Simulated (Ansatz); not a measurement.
K₂S, DFT, PBEsol, all-electron PAW with datasets made for the crystal, scalar-relativistic (Ansatz 0.2.0), run on 1 thread of Arm Neoverse V1 on a shared host.

The cell is COD entry 1011375, as deposited and not checked against the literature; nothing was relaxed.

Command: `ansatz run input.yaml --threads 1 --pin off --max-ram 4096MiB --backend cpu --events-out ev --progress --plain --runs-dir out`

```yaml
crystal:
  lattice:
    - [0.0, 3.6955, 3.6955]
    - [3.6955, 0.0, 3.6955]
    - [3.6955, 3.6955, 0.0]
  atoms:
    - { symbol: K, position: [0.25, 0.25, 0.25] }
    - { symbol: K, position: [0.75, 0.75, 0.75] }
    - { symbol: S, position: [0.0, 0.0, 0.0] }
kpoints:
  mp_grid: { grid: [7, 7, 7] }
  band_path:
    path:
      - [0.0, 0.0, 0.0]
      - [0.5, 0.0, 0.5]
      - [0.625, 0.25, 0.625]
      - [0.375, 0.375, 0.75]
      - [0.0, 0.0, 0.0]
      - [0.5, 0.5, 0.5]
      - [0.5, 0.25, 0.75]
      - [0.5, 0.0, 0.5]
    npoints: 8
scf:
  occupations: { method: fermi_dirac, width: 0.01 }
hamiltonian:
  xc: pbesol
  pseudopotentials: { kind: all_electron, datasets: crystal }
output:
  forces: true
  stress: true
  eigenvalues: true
  efg: { contact_densities: true }
```

(1) How large is the problem that the program sets up?

(2) About how long does it take, and how much memory does it use?

(3) And the same cell and mesh by full-potential LAPW, asked for forces, stress, eigenvalues, fatbands, populations, dos and the same band path, on the same hardware?

(4) And the same cell and mesh by PAW with the default files, asked for forces, stress, eigenvalues, efg, populations, bader, dos, write_density, write_potential, elf and the same band path, on the same hardware?

## Answers

(1) 20 irreducible k-points, 725 plane waves at Γ, 16 bands.

(2) 12 s of wall time for 8 SCF iterations, with a peak of 0.41 GiB. Times on shared machines scatter by tens of per cent.

(3) 21 s, peak memory 0.28 GiB.

(4) 18 s, peak memory 0.36 GiB.
